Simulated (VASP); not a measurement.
# Y (P6_3/mmc) in VASP: a series of runs

The runs below take Y through relaxation of cell and atoms, electrostatic potential, with LDA.

Everything below comes from runs of VASP 6.6.1. Logs are shortened: lines on timing, memory, paths and dates and some standing lists are left out, and cuts for length are marked.

### 1 The structure

It takes space group P6_3/mmc (No. 194, hexagonal). Conventional cell: a = 3.600 Å, b = 3.600 Å, c = 5.620 Å, α = 90.00°, β = 90.00°, γ = 120.00°. Y (site symmetry -6m2) is surrounded by 12 Y at 3.50 to 3.60 Å.

The cell was built by a generator and needn't be a form met in nature.

### 2 Relaxation of cell and atoms, LDA

File INCAR:

```
PREC = Accurate ; ENCUT = 600
EDIFF = 1E-6 ; ISMEAR = 1
SIGMA = 0.1 ; LREAL = F
LASPH = T ; NELM = 120
ALGO = Fast ; ISIF = 3
LWAVE = F ; LCHARG = F
IBRION = 2 ; NSW = 60
EDIFFG = -0.005
```

File KPOINTS:

```
Automatic mesh
0
Gamma
  14 14 8
```

File POSCAR:

```
Y
1.0
    3.6000000000      0.0000000000      0.0000000000
   -1.8000000000      3.1176914500      0.0000000000
    0.0000000000      0.0000000000      5.6200000000
Y
2
Direct
    0.3333333300      0.6666666700      0.2500000000
    0.6666666700      0.3333333300      0.7500000000
```

Potentials or basis: VASP PAW LDA potentials, release 64 (Y_sv).

On the command line:

```sh
> cat potpaw_LDA.64/Y_sv/POTCAR > POTCAR
> mpirun -np 1 vasp_std > vasp.out
```

OUTCAR:

```text
PREC = Accurate
   ENCUT = 600
   EDIFF = 1E-6
   ISMEAR = 1
   LREAL = F
   LASPH = T
   NELM = 120
   ISIF = 3
   IBRION = 2
   NSW = 60
   EDIFFG = -0.005

 ion  position               nearest neighbor table
   1  0.333  0.667  0.250-   2 3.50   2 3.50   2 3.50   2 3.50   2 3.50   2 3.50
   2  0.667  0.333  0.750-   1 3.50   1 3.50   1 3.50   1 3.50   1 3.50   1 3.50

  LATTYP: Found a hexagonal cell.
 ALAT       =     3.6000000000
 C/A-ratio  =     1.5611111111

  Lattice vectors:

 A1 = (   3.6000000000,   0.0000000000,   0.0000000000)
 A2 = (  -1.8000000000,   3.1176914500,   0.0000000000)
 A3 = (   0.0000000000,   0.0000000000,   5.6200000000)

Analysis of symmetry for initial positions (statically):
=====================================================================
 Subroutine PRICEL returns:
 Original cell was already a primitive cell.

 Routine SETGRP: Setting up the symmetry group for a
 hexagonal supercell.

 Subroutine GETGRP returns: Found 24 space group operations
 (whereof 12 operations were pure point group operations)
 out of a pool of 24 trial point group operations.

The static configuration has the point symmetry D_3d.
 The point group associated with its full space group is D_6h.

Analysis of symmetry for dynamics (positions and initial velocities):
=====================================================================
 Subroutine PRICEL returns:
 Original cell was already a primitive cell.

 Routine SETGRP: Setting up the symmetry group for a
 hexagonal supercell.

 Subroutine GETGRP returns: Found 24 space group operations
 (whereof 12 operations were pure point group operations)
 out of a pool of 24 trial point group operations.

The dynamic configuration has the point symmetry D_3d.
 The point group associated with its full space group is D_6h.

 Subroutine INISYM returns: Found 24 space group operations
 (whereof 12 operations are pure point group operations),
 and found     1 'primitive' translations

----------------------------------------------------------------------------------------

                                     Primitive cell

  volume of cell :      63.0771

  direct lattice vectors                    reciprocal lattice vectors
     3.600000000  0.000000000  0.000000000     0.277777778  0.160375075  0.000000000
    -1.800000000  3.117691450  0.000000000     0.000000000  0.320750150  0.000000000
     0.000000000  0.000000000  5.620000000     0.000000000  0.000000000  0.177935943

  length of vectors
     3.600000000  3.599999997  5.620000000     0.320750150  0.320750150  0.177935943

  position of ions in fractional coordinates (direct lattice)
     0.333333330  0.666666670  0.250000000
     0.666666670  0.333333330  0.750000000

  ion indices of the primitive-cell ions
   primitive index   ion index
                 1           1
                 2           2

----------------------------------------------------------------------------------------

 KPOINTS: Automatic mesh

Automatic generation of k-mesh.
 Grid dimensions read from file:
 generate k-points for:   14   14    8

 Generating k-lattice:

  Cartesian coordinates                     Fractional coordinates (reciprocal lattice)
     0.019841270  0.011455362  0.000000000     0.071428571  0.000000000  0.000000000
     0.000000000  0.022910725  0.000000000     0.000000000  0.071428571  0.000000000
     0.000000000  0.000000000  0.022241993     0.000000000  0.000000000  0.125000000

  Length of vectors
     0.022910725  0.022910725  0.022241993

  Shift w.r.t. Gamma in fractional coordinates (k-lattice)
     0.000000000  0.000000000  0.000000000

 Subroutine IBZKPT returns following result:
 ===========================================

 Found    120 irreducible k-points:

 Following reciprocal coordinates:
            Coordinates               Weight
  0.000000  0.000000  0.000000      1.000000
  0.071429 -0.000000  0.000000      6.000000
  0.142857  0.000000  0.000000      6.000000
  0.214286 -0.000000  0.000000      6.000000
  0.285714 -0.000000  0.000000      6.000000
  0.357143 -0.000000  0.000000      6.000000
[... 16 lines left out ...]
  0.285714  0.285714  0.000000      6.000000
  0.357143  0.285714  0.000000      6.000000
 [... further k-points ...]
   k-points           NKPTS =    120   k-points in BZ     NKDIM =    120   number of bands    NBANDS=     15
   number of dos      NEDOS =    301   number of ions     NIONS =      2
   total plane-waves  NPLWV =  43200
   dimension x,y,z NGX =    30 NGY =   30 NGZ =   48
   dimension x,y,z NGXF=    60 NGYF=   60 NGZF=   96
   ions per type =               2
   NGX,Y,Z   is equivalent  to a cutoff of  13.85, 13.85, 14.20 a.u.
   NGXF,Y,Z  is equivalent  to a cutoff of  27.71, 27.71, 28.40 a.u.
 SYSTEM =  unknown system
   PREC   = accura    normal or accurate (medium, high low for compatibility)
   ISTART =      0    job   : 0-new  1-cont  2-samecut
   ICHARG =      2    charge: 1-file 2-atom 10-const
   ISPIN  =      1    spin polarized calculation?
   LNONCOLLINEAR =      F non collinear calculations
   LSORBIT =      F    spin-orbit coupling
   LASPH  =      T    aspherical Exc in radial PAW
   ENCUT  =  600.0 eV  44.10 Ry    6.64 a.u.   7.19  7.19 11.22*2*pi/ulx,y,z
   NELM   =    120;   NELMIN=  2; NELMDL= -5     # of ELM steps
   EDIFF  = 0.1E-05   stopping-criterion for ELM
   LREAL  =      F    real-space projection
   EDIFFG = -.5E-02   stopping-criterion for IOM
   NSW    =     60    number of steps for IOM
   IBRION =      2    ionic relax: 0-MD 1-quasi-New 2-CG
   NFREE  =      1    steps in history (QN), initial steepest desc. (CG)
   ISIF   =      3    stress and relaxation
   ISYM   =      2    0-nonsym 1-usesym 2-fastsym
   POTIM  = 0.5000    time-step for ionic-motion
   TEBEG  =    0.0;   TEEND  =   0.0 temperature during run
   PSTRESS=    0.0 pullay stress
   NELECT =      22.0000    total number of electrons
   NUPDOWN=      -1.0000    fix difference up-down
   EMIN   =  10.00;   EMAX   =-10.00  energy-range for DOS
   EFERMI =   0.00;   METHOD = LEGACY
   ISMEAR =     1;   SIGMA  =   0.10  broadening in eV -4-tet -1-fermi 0-gaus
   EFERMI_NEDOS =   21; number of points for ismear=-14 and -15
   IALGO  =     68    algorithm
   IMIX   =      4    mixing-type and parameters
     AMIX     =   0.40;   BMIX     =  1.00
     AMIX_MAG =   1.60;   BMIX_MAG =  1.00
  volume/ion in A,a.u.               =      31.54       212.83
  Fermi-wavevector in a.u.,A,eV,Ry     =   1.152369  2.177663 18.067930  1.327955
  Thomas-Fermi vector in A             =   2.289021
   LORBIT       =      0    0 simple, 1 ext, 2 COOP (PROOUT), +10 PAW based schemes
   GGA     = CA    functional components
   LHFCALC =     F    Hartree Fock is set to
   AEXX    =    0.0000 exact exchange contribution
   IVDW    =     0    specifies the selected vdW correction
   LEPSILON=     F    determine dielectric tensor
   LRPA    =     F    only Hartree local field effects (RPA)
 conjugate gradient relaxation of ions
 non-spin polarized calculation
 RMM-DIIS sequential band-by-band and
 Methfessel and Paxton  Order N= 1 SIGMA  =   0.10
  energy-cutoff  :      600.00
  volume of cell :       63.08
 maximum number of plane-waves:      2129
 NGX is ok and might be reduce to    30
   NGX = 15   NGY = 15   NGZ = 23

--------------------------------------- Ionic step        1  -------------------------------------------

 number of electron      21.9999999 magnetization

 Free energy of the ion-electron system (eV)
  ---------------------------------------------------
  ext. energy  EPLUGINS =         0.00000000
  ---------------------------------------------------
  free energy    TOTEN  =       -13.86975267 eV

  energy without entropy =      -13.87176539  energy(sigma->0) =      -13.87042358

 E-fermi :   3.0268     XC(G=0):  -9.8009

 val. band max:        3.0232180295   @ k =   0.2857   0.2143   0.2500
 cond. band min:       3.0302753291   @ k =   0.2143   0.1429   0.1250
 fundamental gap:      0.0070572995
 Fermi energy:         3.0268429287

 k-point     1 :       0.0000    0.0000    0.0000
  band No.  band energies     occupation
      1     -39.3339      2.00000
      2     -39.2422      2.00000
      3     -19.7944      2.00000
      4     -19.2424      2.00000
      5     -19.2424      2.00000
      6     -19.1363      2.00000
      7     -19.1363      2.00000
      8     -19.0917      2.00000
      9      -1.7103      2.00000
     10       1.0922      2.00000
     11       4.1572     -0.00000
     12       4.7440     -0.00000
     13       4.7441     -0.00000
     14       5.1047      0.00000
     15       5.3837      0.00000
[... 515 lines left out ...]
  FREE ENERGIE OF THE ION-ELECTRON SYSTEM (eV)
  ---------------------------------------------------
  free  energy   TOTEN  =       -13.8961742078 eV

  energy  without entropy=      -13.8982381880  energy(sigma->0) =      -13.89686220

[... ionic steps 4 to 8 ...]

--------------------------------------- Ionic step        9  -------------------------------------------

 number of electron      22.0000001 magnetization

------------------------ aborting loop because EDIFF is reached ----------------------------------------

  FORCE on cell =-STRESS in cart. coord.  units (eV):
  Direction    XX          YY          ZZ          XY          YZ          ZX
  --------------------------------------------------------------------------------------
  -------------------------------------------------------------------------------------
  Total        0.0288496      0.0288496      0.0132107      0.0000000     -0.0000000      0.0000000
  in kB        0.7752186      0.7752186      0.3549859      0.0000000     -0.0000000      0.0000000
  external PRESSURE =       0.6351411 kB  Pullay stress =       0.0000000 kB
[... 57 lines left out ...]
  energy  without entropy=      -13.8983630636  energy(sigma->0) =      -13.89693014

--------------------------------------- Ionic step       11  -------------------------------------------

 number of electron      22.0000001 magnetization

 Free energy of the ion-electron system (eV)
  ---------------------------------------------------
  ext. energy  EPLUGINS =         0.00000000
  ---------------------------------------------------
  free energy    TOTEN  =       -13.89621393 eV

  energy without entropy =      -13.89836213  energy(sigma->0) =      -13.89693000

 E-fermi :   3.3194     XC(G=0): -10.0240

 val. band max:        3.3182598679   @ k =   0.2857   0.2143   0.2500
 cond. band min:       3.3259870254   @ k =   0.4286  -0.0000   0.1250
 fundamental gap:      0.0077271576
 Fermi energy:         3.3194312821

 k-point     1 :       0.0000    0.0000    0.0000
  band No.  band energies     occupation
      1     -38.9250      2.00000
      2     -38.8062      2.00000
      3     -19.4713      2.00000
      4     -18.8074      2.00000
      5     -18.8074      2.00000
      6     -18.6781      2.00000
      7     -18.6781      2.00000
      8     -18.6219      2.00000
      9      -1.5019      2.00000
     10       1.2945      2.00000
     11       4.6861     -0.00000
     12       5.0639     -0.00000
     13       5.0639     -0.00000
     14       5.5086      0.00000
     15       5.7652      0.00000
[... 443 lines left out ...]
  FREE ENERGIE OF THE ION-ELECTRON SYSTEM (eV)
  ---------------------------------------------------
  free  energy   TOTEN  =       -13.8962139303 eV

  energy  without entropy=      -13.8983621297  energy(sigma->0) =      -13.89693000

 reached required accuracy - stopping structural energy minimisation
```

It took 6.9 min on 1 thread of Intel Xeon 6975P-C (Granite Rapids), shared host; peak memory 0.29 GiB.

Results:

```yaml
Free_energy: -13.8962 eV
Relaxed_volume: 29.82 Å³/atom
Relaxed_cell: a = 3.541 Å, b = 3.541 Å, c = 5.494 Å, α = 90.00°, β = 90.00°, γ = 120.00°
Space_group_after_relaxing_to_0.05_Å: P6_3/mmc (No. 194)
Energy_gained_by_relaxing: 13.2 meV/atom
Ionic_steps: 11
Pressure_after_relaxing: 0.0 GPa
Band_gap_on_the_k_mesh: none (metal or under the smearing width)
```

Step by step:
| step | energy change (eV) | largest force (eV/Å) | pressure (GPa) | volume (Å³) |
| --- | --- | --- | --- | --- |
| 1 | 0.0000 | 0.0000 | -2.33 | 63.08 |
| 2 | -0.0254 | 0.0000 | 0.50 | 58.98 |
| 3 | -0.0264 | 0.0000 | 0.10 | 59.61 |
| 4 | -0.0264 | 0.0000 | -0.15 | 59.73 |
| 5 | -0.0264 | 0.0000 | -0.06 | 59.73 |
| 6 | -0.0265 | 0.0000 | -0.04 | 59.71 |
| 7 | -0.0265 | 0.0000 | -0.05 | 59.72 |
| 8 | -0.0264 | 0.0000 | -0.05 | 59.72 |
| 9 | -0.0265 | 0.0000 | 0.06 | 59.62 |
| 10 | -0.0265 | 0.0000 | -0.02 | 59.65 |
| 11 | -0.0265 | 0.0000 | 0.01 | 59.65 |

Final structure:
```
CELL_PARAMETERS angstrom
3.54082 0.00000 0.00000
-1.77041 3.06644 0.00000
0.00000 0.00000 5.49366
ATOMIC_POSITIONS crystal
Y 0.33333 0.66667 0.25000
Y 0.66667 0.33333 0.75000
```

### 3 Electrostatic potential, LDA

This run uses another cell than the first one, of 29.82 Å³/atom, 0.946 times its volume.

File INCAR:

```
PREC = Accurate
ENCUT = 520
EDIFF = 1E-6
ISMEAR = 1
SIGMA = 0.1
LREAL = False
LASPH = True
NELM = 80
ALGO = Fast
ISIF = 2
LWAVE = False
LCHARG = True
LVHAR = True
```

KPOINTS is that of step 2.

File POSCAR:

```
Y                                       
1.0
    3.5408225192      0.0000000000      0.0000000000
   -1.7704112596      3.0664422485      0.0000000000
   -0.0000000000      0.0000000000      5.4936599738
  Y             
     2
Direct
     0.3333333300000021    0.6666666699999979    0.2500000000000000
     0.6666666699999979    0.3333333300000021    0.7500000000000000
```

Potentials or basis: VASP PAW LDA potentials, release 64 (Y_sv).

On the command line:

```sh
> cat potpaw_LDA.64/Y_sv/POTCAR > POTCAR
> mpirun -np 1 vasp_std > vasp.out
```

It took 60 s on 1 thread of Intel Xeon 6975P-C (Granite Rapids), shared host; peak memory 0.24 GiB.

The run converged. Its results:

```
Free energy            : -13.8960 eV
Pressure               : 0.0 GPa
Band gap on the k mesh : none (metal or under the smearing width)
```

Levels at points of the mesh, in eV from the Fermi level:
| k point | band 7 | band 8 | band 9 | band 10 | band 11 | band 12 | band 13 | band 14 | band 15 |
| --- | --- | --- | --- | --- | --- | --- | --- | --- | --- |
| (0.00, 0.00, 0.00) | -22.00 | -21.94 | -4.82 | -2.03 | 1.37 | 1.74 | 1.74 | 2.19 | 2.45 |
| (0.50, 0.00, 0.00) | -22.16 | -22.07 | -1.73 | -1.40 | -0.96 | 0.08 | 1.40 | 1.59 | 2.28 |
| (0.00, 0.00, 0.50) | -22.06 | -22.06 | -3.24 | -3.24 | 1.01 | 1.01 | 1.64 | 1.64 | 1.64 |
| (0.50, 0.00, 0.50) | -22.15 | -22.15 | -1.82 | -1.82 | 0.04 | 0.04 | 1.69 | 1.69 | 2.89 |
